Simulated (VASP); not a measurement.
# TePb (Fm-3m) in VASP: a series of runs

The runs below take TePb through single point, relaxation of cell and atoms, with PBE.

Everything below comes from runs of VASP 6.6.1. Logs are shortened: lines on timing, memory, paths and dates and some standing lists are left out, and cuts for length are marked.

**What was measured.**

A printed reference work, monograph reports, for a bulk crystal of TePb at 4.2 K: band gap 0.19 eV (direct).

How close the calculation comes is told below.

### 1 The crystal as given

The structure is cubic, space group Fm-3m (No. 225). Conventional cell: a = 6.572 Å, b = 6.572 Å, c = 6.572 Å, α = 90.00°, β = 90.00°, γ = 90.00°. Te (site symmetry m-3m) has 6 Pb at 3.29 Å as nearest neighbours. Around Pb (site symmetry m-3m) lie 6 Te at 3.29 Å.

### 2 Single point, PBE

Contents of INCAR:

```
SYSTEM = TePb
ALGO     = Fast           ! electronic algorithm
EDIFF    = 1E-7           ! SCF threshold, eV
ENCUT    = 520            ! plane-wave cutoff, eV
GGA      = PE             ! functional
ISIF     = 2              ! what is computed and relaxed
ISMEAR   = -1             ! smearing method
LASPH    = .TRUE.         ! aspherical terms in the spheres
LCHARG   = .FALSE.        ! write CHGCAR
LREAL    = .FALSE.        ! projectors in reciprocal space
LWAVE    = .FALSE.        ! write WAVECAR
NBANDS   = 17             ! bands
NELM     = 80             ! most SCF steps
PREC     = Accurate       ! precision mode
SIGMA    = 0.02           ! smearing width, eV
```

Contents of KPOINTS:

```
k-points
0
G
  6 6 6
  0 0 0
```

Contents of POSCAR:

```
TePb
1.0
    0.0000000000      3.2860552879      3.2860552879
    3.2860552879      0.0000000000      3.2860552879
    3.2860552879      3.2860552879      0.0000000000
Te Pb
1 1
Direct
    0.5000000000      0.5000000000      0.5000000000
    0.0000000000      0.0000000000      0.0000000000
```

Potentials or basis: VASP PAW PBE potentials, release 64 (Te, Pb_d).

The run is started by

```sh
cat potpaw_PBE.64/Te/POTCAR potpaw_PBE.64/Pb_d/POTCAR > POTCAR
mpirun -np 1 vasp_std > vasp.out
```

OUTCAR:

```text
SYSTEM = TePb
   EDIFF = 1E-7
   ENCUT = 520
   GGA = PE
   ISIF = 2
   ISMEAR = -1
   LASPH = .TRUE.
   LREAL = .FALSE.
   NELM = 80
   PREC = Accurate

 ion  position               nearest neighbor table
   1  0.500  0.500  0.500-   2 3.29   2 3.29   2 3.29   2 3.29   2 3.29   2 3.29
   2  0.000  0.000  0.000-   1 3.29   1 3.29   1 3.29   1 3.29   1 3.29   1 3.29

  LATTYP: Found a face centered cubic cell.
 ALAT       =     6.5721105758

  Lattice vectors:

 A1 = (   0.0000000000,   3.2860552879,   3.2860552879)
 A2 = (   3.2860552879,   0.0000000000,   3.2860552879)
 A3 = (   3.2860552879,   3.2860552879,   0.0000000000)

Analysis of symmetry for initial positions (statically):
=====================================================================
 Subroutine PRICEL returns:
 Original cell was already a primitive cell.

 Routine SETGRP: Setting up the symmetry group for a
 face centered cubic supercell.

 Subroutine GETGRP returns: Found 48 space group operations
 (whereof 48 operations were pure point group operations)
 out of a pool of 48 trial point group operations.

The static configuration has the point symmetry O_h .

Analysis of symmetry for dynamics (positions and initial velocities):
=====================================================================
 Subroutine PRICEL returns:
 Original cell was already a primitive cell.

 Routine SETGRP: Setting up the symmetry group for a
 face centered cubic supercell.

 Subroutine GETGRP returns: Found 48 space group operations
 (whereof 48 operations were pure point group operations)
 out of a pool of 48 trial point group operations.

The dynamic configuration has the point symmetry O_h .

 Subroutine INISYM returns: Found 48 space group operations
 (whereof 48 operations are pure point group operations),
 and found     1 'primitive' translations

----------------------------------------------------------------------------------------

                                     Primitive cell

  volume of cell :      70.9667

  direct lattice vectors                    reciprocal lattice vectors
     0.000000000  3.286055288  3.286055288    -0.152158122  0.152158122  0.152158122
     3.286055288  0.000000000  3.286055288     0.152158122 -0.152158122  0.152158122
     3.286055288  3.286055288  0.000000000     0.152158122  0.152158122 -0.152158122

  length of vectors
     4.647183955  4.647183955  4.647183955     0.263545597  0.263545597  0.263545597

  position of ions in fractional coordinates (direct lattice)
     0.500000000  0.500000000  0.500000000
     0.000000000  0.000000000  0.000000000

  ion indices of the primitive-cell ions
   primitive index   ion index
                 1           1
                 2           2

----------------------------------------------------------------------------------------

 KPOINTS: k-points

Automatic generation of k-mesh.
 Grid dimensions read from file:
 generate k-points for:    6    6    6

 Generating k-lattice:

  Cartesian coordinates                     Fractional coordinates (reciprocal lattice)
    -0.025359687  0.025359687  0.025359687     0.166666667  0.000000000  0.000000000
     0.025359687 -0.025359687  0.025359687     0.000000000  0.166666667  0.000000000
     0.025359687  0.025359687 -0.025359687     0.000000000  0.000000000  0.166666667

  Length of vectors
     0.043924266  0.043924266  0.043924266

  Shift w.r.t. Gamma in fractional coordinates (k-lattice)
     0.000000000  0.000000000  0.000000000

 Subroutine IBZKPT returns following result:
 ===========================================

 Found     16 irreducible k-points:

 Following reciprocal coordinates:
            Coordinates               Weight
  0.000000  0.000000  0.000000      1.000000
  0.166667  0.000000  0.000000      8.000000
  0.333333  0.000000  0.000000      8.000000
  0.500000  0.000000  0.000000      4.000000
  0.166667  0.166667  0.000000      6.000000
  0.333333  0.166667  0.000000     24.000000
[... 8 lines left out ...]
 -0.333333  0.333333  0.166667     24.000000
 -0.333333  0.500000  0.166667     12.000000
   k-points           NKPTS =     16   k-points in BZ     NKDIM =     16   number of bands    NBANDS=     17
   number of dos      NEDOS =    301   number of ions     NIONS =      2
   total plane-waves  NPLWV =  46656
   dimension x,y,z NGX =    36 NGY =   36 NGZ =   36
   dimension x,y,z NGXF=    72 NGYF=   72 NGZF=   72
   ions per type =               1   1
   NGX,Y,Z   is equivalent  to a cutoff of  12.88, 12.88, 12.88 a.u.
   NGXF,Y,Z  is equivalent  to a cutoff of  25.76, 25.76, 25.76 a.u.
 SYSTEM =  TePb
   PREC   = accura    normal or accurate (medium, high low for compatibility)
   ISTART =      0    job   : 0-new  1-cont  2-samecut
   ICHARG =      2    charge: 1-file 2-atom 10-const
   ISPIN  =      1    spin polarized calculation?
   LNONCOLLINEAR =      F non collinear calculations
   LSORBIT =      F    spin-orbit coupling
   LASPH  =      T    aspherical Exc in radial PAW
   ENCUT  =  520.0 eV  38.22 Ry    6.18 a.u.   8.64  8.64  8.64*2*pi/ulx,y,z
   NELM   =     80;   NELMIN=  2; NELMDL= -5     # of ELM steps
   EDIFF  = 0.1E-06   stopping-criterion for ELM
   LREAL  =      F    real-space projection
   EDIFFG = 0.1E-05   stopping-criterion for IOM
   NSW    =      0    number of steps for IOM
   IBRION =     -1    ionic relax: 0-MD 1-quasi-New 2-CG
   NFREE  =      0    steps in history (QN), initial steepest desc. (CG)
   ISIF   =      2    stress and relaxation
   ISYM   =      2    0-nonsym 1-usesym 2-fastsym
   POTIM  = 0.5000    time-step for ionic-motion
   TEBEG  =    0.0;   TEEND  =   0.0 temperature during run
   PSTRESS=    0.0 pullay stress
   NELECT =      20.0000    total number of electrons
   NUPDOWN=      -1.0000    fix difference up-down
   EMIN   =  10.00;   EMAX   =-10.00  energy-range for DOS
   EFERMI =   0.00;   METHOD = LEGACY
   ISMEAR =    -1;   SIGMA  =   0.02  broadening in eV -4-tet -1-fermi 0-gaus
   EFERMI_NEDOS =   21; number of points for ismear=-14 and -15
   IALGO  =     68    algorithm
   IMIX   =      4    mixing-type and parameters
     AMIX     =   0.40;   BMIX     =  1.00
     AMIX_MAG =   1.60;   BMIX_MAG =  1.00
  volume/ion in A,a.u.               =      35.48       239.45
  Fermi-wavevector in a.u.,A,eV,Ry     =   1.073330  2.028300 15.674421  1.152037
  Thomas-Fermi vector in A             =   2.209126
   LORBIT       =      0    0 simple, 1 ext, 2 COOP (PROOUT), +10 PAW based schemes
   GGA     = PE    functional components
   LHFCALC =     F    Hartree Fock is set to
   AEXX    =    0.0000 exact exchange contribution
   IVDW    =     0    specifies the selected vdW correction
   LEPSILON=     F    determine dielectric tensor
   LRPA    =     F    only Hartree local field effects (RPA)
 non-spin polarized calculation
 RMM-DIIS sequential band-by-band and
  energy-cutoff  :      520.00
  volume of cell :       70.97
 maximum number of plane-waves:      1932
 NGX is ok and might be reduce to    36
   NGX = 17   NGY = 17   NGZ = 17

 number of electron      19.9999999 magnetization

 Free energy of the ion-electron system (eV)
  ---------------------------------------------------
  ext. energy  EPLUGINS =         0.00000000
  ---------------------------------------------------
  free energy    TOTEN  =        -7.52385226 eV

  energy without entropy =       -7.52385226  energy(sigma->0) =       -7.52385226

 E-fermi :   5.3922     XC(G=0):  -9.0741

 val. band max:        4.9786956631   @ k =   0.5000   0.0000   0.0000
 cond. band min:       5.8132005929   @ k =   0.5000   0.0000   0.0000
 fundamental gap:      0.8345049298
 Fermi energy:         5.3921566780

 k-point     1 :       0.0000    0.0000    0.0000
  band No.  band energies     occupation
      1     -11.6625      2.00000
      2     -11.6625      2.00000
      3     -11.6569      2.00000
      4     -11.6569      2.00000
      5     -11.6569      2.00000
      6      -6.6251      2.00000
[... 9 lines left out ...]
     16      10.8964      0.00000
     17      12.4830      0.00000

 k-point     2 :       0.1667    0.0000    0.0000
  band No.  band energies     occupation
      1     -11.6651      2.00000
      2     -11.6651      2.00000
      3     -11.6563      2.00000
      4     -11.6537      2.00000
      5     -11.6537      2.00000
      6      -6.4058      2.00000
[... 9 lines left out ...]
     16      11.3830      0.00000
     17      13.8646      0.00000

 k-point     3 :       0.3333    0.0000    0.0000
  band No.  band energies     occupation
      1     -11.6710      2.00000
      2     -11.6710      2.00000
      3     -11.6551      2.00000
      4     -11.6464      2.00000
      5     -11.6464      2.00000
      6      -5.8128      2.00000
[... 9 lines left out ...]
     16      12.6972      0.00000
     17      15.7287      0.00000

 k-point     4 :       0.5000    0.0000    0.0000
  band No.  band energies     occupation
      1     -11.6741      2.00000
      2     -11.6741      2.00000
      3     -11.6546      2.00000
      4     -11.6427      2.00000
      5     -11.6427      2.00000
      6      -5.3197      2.00000
[... 9 lines left out ...]
     16      14.2420      0.00000
     17      14.2420      0.00000
[... 183 lines left out ...]
      1     -11.6875      2.00000
      2     -11.6637      2.00000
      3     -11.6566      2.00000
      4     -11.6443      2.00000
      5     -11.6417      2.00000
      6      -5.3988      2.00000
[... 9 lines left out ...]
     16      14.0536      0.00000
     17      14.4631      0.00000

 k-point    15 :      -0.3333    0.3333    0.1667
  band No.  band energies     occupation
      1     -11.6898      2.00000
      2     -11.6658      2.00000
      3     -11.6509      2.00000
      4     -11.6491      2.00000
      5     -11.6387      2.00000
      6      -5.0694      2.00000
[... 9 lines left out ...]
     16      15.2182      0.00000
     17      15.3610      0.00000

 k-point    16 :      -0.3333    0.5000    0.1667
  band No.  band energies     occupation
      1     -11.6996      2.00000
      2     -11.6602      2.00000
      3     -11.6578      2.00000
      4     -11.6435      2.00000
      5     -11.6360      2.00000
      6      -5.0166      2.00000
[... 9 lines left out ...]
     16      15.5088      0.00000
     17      16.4065      0.00000

------------------------ aborting loop because EDIFF is reached ----------------------------------------

  FORCE on cell =-STRESS in cart. coord.  units (eV):
  Direction    XX          YY          ZZ          XY          YZ          ZX
  --------------------------------------------------------------------------------------
  -------------------------------------------------------------------------------------
  Total       -0.0410258     -0.0410258     -0.0410258      0.0000000     -0.0000000      0.0000000
  in kB       -0.9262172     -0.9262172     -0.9262172      0.0000000     -0.0000000      0.0000000
  external PRESSURE =      -0.9262172 kB  Pullay stress =       0.0000000 kB

 VOLUME and BASIS-vectors are now :
 -----------------------------------------------------------------------------
  energy-cutoff  :      520.00
  volume of cell :       70.97
      direct lattice vectors                 reciprocal lattice vectors
     0.000000000  3.286055288  3.286055288    -0.152158122  0.152158122  0.152158122
     3.286055288  0.000000000  3.286055288     0.152158122 -0.152158122  0.152158122
     3.286055288  3.286055288  0.000000000     0.152158122  0.152158122 -0.152158122

 POSITION                                       TOTAL-FORCE (eV/Angst)
 -----------------------------------------------------------------------------------
      3.28606      3.28606      3.28606         0.000000      0.000000     -0.000000
      0.00000      0.00000      0.00000         0.000000      0.000000      0.000000
 -----------------------------------------------------------------------------------
    total drift:                               -0.000000      0.000000      0.000000

  FREE ENERGIE OF THE ION-ELECTRON SYSTEM (eV)
  ---------------------------------------------------
  free  energy   TOTEN  =        -7.5238522564 eV

  energy  without entropy=       -7.5238522564  energy(sigma->0) =       -7.52385226
```

Wall time 16 s (1 thread of Intel Xeon 6975P-C (Granite Rapids), shared host); peak memory 0.2 GiB.

What came out:

```
Free energy            : -7.5239 eV
Pressure               : -0.1 GPa
Band gap on the k mesh : 0.83 eV, direct
```

Caveat: spin-orbit coupling is left out, which as a rule narrows the gap of such compounds by several tenths of an eV.

### 3 Relaxation of cell and atoms, PBE

This run uses another cell than the first one, of 33.73 Å³/atom, 0.951 times its volume.

Contents of INCAR:

```
SYSTEM = TePb
ALGO     = Normal         ! electronic algorithm
EDIFF    = 1E-7           ! SCF threshold, eV
EDIFFG   = -0.005         ! ionic threshold
ENCUT    = 600            ! plane-wave cutoff, eV
GGA      = PE             ! functional
IBRION   = 2              ! ionic algorithm
ISIF     = 3              ! what is computed and relaxed
ISMEAR   = -1             ! smearing method
LASPH    = .True.         ! aspherical terms in the spheres
LCHARG   = .False.        ! write CHGCAR
LREAL    = .False.        ! projectors in reciprocal space
LWAVE    = .False.        ! write WAVECAR
NELM     = 80             ! most SCF steps
NSW      = 80             ! ionic steps
PREC     = Accurate       ! precision mode
SIGMA    = 0.02           ! smearing width, eV
```

Contents of KPOINTS:

```
k-points
0
Gamma
  6 6 6
  0 0 0
```

Contents of POSCAR:

```
TePb
1.0
    0.0000000000      3.2310000000      3.2310000000
    3.2310000000      0.0000000000      3.2310000000
    3.2310000000      3.2310000000      0.0000000000
Te Pb
1 1
Direct
    0.5000000000      0.5000000000      0.5000000000
    0.0000000000      0.0000000000      0.0000000000
```

Potentials or basis: VASP PAW PBE potentials, release 64 (Te, Pb_d).

The run is started by

```sh
cat potpaw_PBE.64/Te/POTCAR potpaw_PBE.64/Pb_d/POTCAR > POTCAR
mpirun -np 1 vasp_std > vasp.out
```

It took 59 s on 1 thread of Intel Xeon 6975P-C (Granite Rapids), shared host; peak memory 0.24 GiB.

It converged, with:

```
Free energy                            : -7.5236 eV
Relaxed volume                         : 35.42 Å³/atom
Relaxed cell                           : a = 4.644 Å, b = 4.644 Å, c = 4.644 Å, α = 60.00°, β = 60.00°, γ = 60.00°
Space group after relaxing (to 0.05 Å) : Fm-3m (No. 225)
Energy gained by relaxing              : 10.7 meV/atom
Ionic steps                            : 3
Pressure after relaxing                : 0.0 GPa
Band gap on the k mesh                 : 0.83 eV, direct
```

The path:
```tsv
step	energy change (eV)	largest force (eV/Å)	pressure (GPa)	volume (Å³)
1	0.0000	0.0000	2.13	67.46
2	-0.0195	0.0000	-0.57	71.93
3	-0.0214	0.0000	0.01	70.83
```

Final structure:
```yaml
crystal:
  lattice:
    - [0.00000, 3.28399, 3.28399]
    - [3.28399, 0.00000, 3.28399]
    - [3.28399, 3.28399, 0.00000]
  atoms:
    - { symbol: Te, position: [0.50000, 0.50000, 0.50000] }
    - { symbol: Pb, position: [0.00000, 0.00000, 0.00000] }
```

Levels at points of the mesh, in eV from the valence-band top:
```
           k point  band 8  band 9  band 10  band 11  band 12  band 13
(0.00, 0.00, 0.00)   -1.16   -1.16    -1.16     4.03     4.03     4.03
(0.50, 0.00, 0.00)   -0.73   -0.73     0.00     0.83     1.39     1.39
(0.50, 0.50, 0.00)   -4.11   -2.52    -2.52     3.51     5.31     5.31
```

Caveat: spin-orbit coupling is left out, which as a rule narrows the gap of such compounds by several tenths of an eV. A k mesh can miss the band edges.

### 4 Single point, PBE

This run uses another cell than the first one, of 34.90 Å³/atom, 0.983 times its volume.

Contents of INCAR:

```
SYSTEM = TePb
PREC     = Accurate       ! precision mode
ENCUT    = 520            ! plane-wave cutoff, eV
EDIFF    = 1E-6           ! SCF threshold, eV
ISMEAR   = -1             ! smearing method
SIGMA    = 0.02           ! smearing width, eV
LREAL    = .FALSE.        ! projectors in reciprocal space
LASPH    = .TRUE.         ! aspherical terms in the spheres
NELM     = 60             ! most SCF steps
ALGO     = Normal         ! electronic algorithm
ISIF     = 2              ! what is computed and relaxed
LWAVE    = .FALSE.        ! write WAVECAR
LCHARG   = .FALSE.        ! write CHGCAR
GGA      = PE             ! functional
NBANDS   = 17             ! bands
```

Contents of KPOINTS:

```
regular mesh
0
G
  8 8 8
  0 0 0
```

Contents of POSCAR:

```
TePb
1.0
    0.0000000000      3.2678555452      3.2678555452
    3.2678555452      0.0000000000      3.2678555452
    3.2678555452      3.2678555452      0.0000000000
Te Pb
1 1
Direct
    0.5000000000      0.5000000000      0.5000000000
    0.0000000000      0.0000000000      0.0000000000
```

The run is started by

```sh
cat potpaw_PBE.64/Te/POTCAR potpaw_PBE.64/Pb_d/POTCAR > POTCAR
mpirun -np 1 vasp_std > vasp.out
```

Run time: 26 s. Hardware: 1 thread of Intel Xeon 6975P-C (Granite Rapids), shared host; peak memory 0.21 GiB.

It converged, with:

```yaml
Free_energy: -7.5209 eV
Pressure: 0.6 GPa
Band_gap_on_the_k_mesh: 0.80 eV, direct
```

Levels at points of the mesh, in eV from the valence-band top:
```
           k point  band 7  band 8  band 9  band 10  band 11  band 12  band 13  band 14
(0.00, 0.00, 0.00)   -5.67   -1.21   -1.21    -1.21     4.04     4.04     4.04     5.88
(0.50, 0.00, 0.00)   -8.41   -0.78   -0.78     0.00     0.80     1.36     1.36     8.36
(0.50, 0.50, 0.00)   -7.24   -4.23   -2.60    -2.60     3.44     5.36     5.36     6.52
```

Caveat: spin-orbit coupling is left out, which as a rule narrows the gap of such compounds by several tenths of an eV.

### 5 Overview

| task | cell | k mesh | cutoff (eV) | gap on the mesh (eV) | pressure (GPa) |
| --- | --- | --- | --- | --- | --- |
| single point | Fm-3m, 35.48 Å³/atom | 6 × 6 × 6 | 520 | 0.83 | -0.1 |
| relaxation of cell and atoms | relaxed | 6 × 6 × 6 | 600 | 0.83 | 0.0 |
| single point | Fm-3m, 34.9 Å³/atom | 8 × 8 × 8 | 520 | 0.80 | 0.6 |

Alike in all rows: level PBE; potentials or basis VASP PAW PBE potentials, release 64 (Te, Pb_d); no spin polarisation; smearing fermi-dirac 0.02 eV.

Caveats: spin-orbit coupling is left out, which as a rule narrows the gap of such compounds by several tenths of an eV.

Total energies depend on the potentials used, so only differences within one code and one set of settings carry meaning.

### 6 Comparison with measurements

Step 2. Against the measured gap of TePb, 0.19 eV (direct; 4.2 K; a printed reference work, monograph), the calculated 0.83 eV is off by +0.64 eV. Spin-orbit coupling on Pb, Te is left out. The value is that of PBE on a finite k mesh, which can miss the band edges, without temperature or zero-point motion.

Step 4. Against the measured gap of TePb, 0.19 eV (direct; 4.2 K; a printed reference work, monograph), the calculated 0.80 eV is off by +0.61 eV. Spin-orbit coupling on Pb, Te is left out. The value is that of PBE on a finite k mesh, which can miss the band edges, without temperature or zero-point motion.
